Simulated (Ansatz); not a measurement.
**BN: electrons, doping and thermopower**

Plane-wave DFT in Ansatz, PBE, scalar-relativistic PAW potentials, cutoff 420 eV, no spin-orbit coupling; no spin polarisation. BN in space group P6_3mc, which needn't be the usual phase of this composition. Boltzmann transport at 300 K in rigid bands with one relaxation time, bands interpolated from the k mesh 12×12×6; values are means over x, y, z.

| electrons (cm⁻³) | size of S (μV/K) | σ/τ (Ω⁻¹ m⁻¹ s⁻¹) |
| --- | --- | --- |
| 10^18 | 445.7 | 6.64e+16 |
| 10^19 | ? | 6.63e+17 |
| 10^20 | 90.9 | 6.56e+18 |
| 10^21 | 21.2 | 6.14e+19 |

Question: Take the lowest doping as non-degenerate: get the effective density of states and the masses, and predict the missing S.

Answer: For parabolic bands and one τ, |S| = (k_B/e)(5/2 − η) with k_B/e = 86.17 μV/K and n = N e^η. The first row gives η = -2.67, N = 1.45×10¹⁹ cm⁻³ and, from N = 2.509×10¹⁹ cm⁻³ × m_d^(3/2), a density-of-states mass of 0.69 mₑ (all valleys and bands together). σ/τ = ne²/m_c gives a conductivity mass of 0.42 mₑ; m_d is 1.6 times m_c, the sign of several valleys, several bands or anisotropy. A decade of doping costs (k_B/e) ln 10 = 198.4 μV/K, which predicts 247 μV/K; the run gave 252.0. There η is about -0.4, where Fermi statistics begin to count, but their first corrections to η and to the mean carrier energy nearly cancel, so the rule still holds. At 10^21 cm⁻³ the rule would give -150 μV/K against 21.2: the gas is degenerate there. Scattering that depends on energy changes the 5/2, and whether such doping can be reached wasn't computed.

Cost: about 1.8 core-minutes for the runs cited, on AMD EPYC 7R43 (Zen 3) (shared hosts).